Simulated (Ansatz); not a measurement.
Input of an Ansatz 0.2.0 run:

Contents of input.yaml:

```yaml
crystal:
  lattice:
    - [0.0, 2.82685, 2.82685]
    - [2.82685, 0.0, 2.82685]
    - [2.82685, 2.82685, 0.0]
  atoms:
    - { symbol: As, position: [0.75, 0.75, 0.75] }
    - { symbol: Ga, position: [0.0, 0.0, 0.0] }
hamiltonian:
  xc: pbe
  pseudopotentials: { kind: paw }
kpoints:
  mp_grid: { grid: [8, 8, 8] }
scf:
  occupations: { method: gaussian, width: 0.02 }
output:
  forces: true
  stress: true
  eigenvalues: true
```

Potentials or basis: Ansatz PAW.

Run with:

```console
$ ansatz run input.yaml --threads 2 --pin off --max-ram 5632MiB --backend cpu --events-out ev --progress --plain --runs-dir out
```

Question: Estimate the band gap on the k mesh.

Answer: 0.52 eV, direct.

Question: What does it give for the pressure?

Answer: 3.3 GPa.

**Experimental background.**

From “Evidence of valence band perturbations in GaAsN/GaAs(001): A combined variable-angle spectroscopic ellipsometry and modulated photoreflectance investigation”, 2008, arxiv:0805.2212, for a bulk crystal of GaAs at 300 K: band gap 1.418 ± 0.005 eV (direct).

Against the measured gap of GaAs, 1.418 eV (direct; 300 K; “Evidence of valence band perturbations in GaAsN/GaAs(001): A combined variable-angle spectroscopic ellipsometry and modulated photoreflectance investigation”, 2008, arxiv:0805.2212), the calculated 0.52 eV is off by -0.90 eV. 3 values of this kind are on record (1.412 to 1.51 eV); this one was drawn at random among those near their median, those with a stated uncertainty first. Spin-orbit coupling on As, Ga is left out. The value is that of PBE on a finite k mesh, which can miss the band edges, without temperature or zero-point motion. Semilocal functionals fall short of measured gaps as a rule.
